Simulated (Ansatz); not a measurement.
**HgSe: pressure against volume, fitted**

```xyz
2
Lattice="0.0000 3.0360 3.0360 3.0360 0.0000 3.0360 3.0360 3.0360 0.0000" Properties=species:S:1:pos:R:3 pbc="T T T"
Hg    0.0000    0.0000    0.0000
Se    4.5540    4.5540    4.5540
```

Atom numbers follow the list: Hg1, Se2.

The cell is COD entry 1538962, as deposited and not checked against the literature; nothing was relaxed.

No spin–orbit coupling, which matters for the heavy atoms here.

Level of theory: DFT, PBEsol, all-electron LAPW, scalar-relativistic (Ansatz 0.2.0).

Settings: a Γ-centred 9×9×9 k mesh, Fermi–Dirac smearing of 0.02 eV, basis error target 0.25 meV/atom, no spin polarisation.

The cell is scaled evenly. Fractional coordinates are held (clamped ions).

| V (Å³/atom) | P (GPa) |
| --- | --- |
| 26.305 | 5.99 |
| 27.424 | 2.95 |
| 27.704 | 2.30 |
| 27.984 | 1.68 |
| 28.264 | 1.10 |
| 28.543 | 0.55 |
| 29.103 | -0.46 |
| 29.663 | -1.35 |

Question: Fit a third-order Birch–Murnaghan curve to the pressures.

Answer: P = (3B0/2)(y^(7/2) − y^(5/2))[1 + (3/4)(B0′ − 4)(y − 1)] with y = (V0/V)^(2/3) fits within 0.01 GPa for V0 = 28.841 Å³/atom, B0 = 51.6 GPa and B0′ = 5.02.

Question: Predict the pressure at the withheld volume, 26.864 Å³/atom.

Answer: There y = 1.0485, so the fit gives 4.38 GPa; the run gave 4.38 GPa.
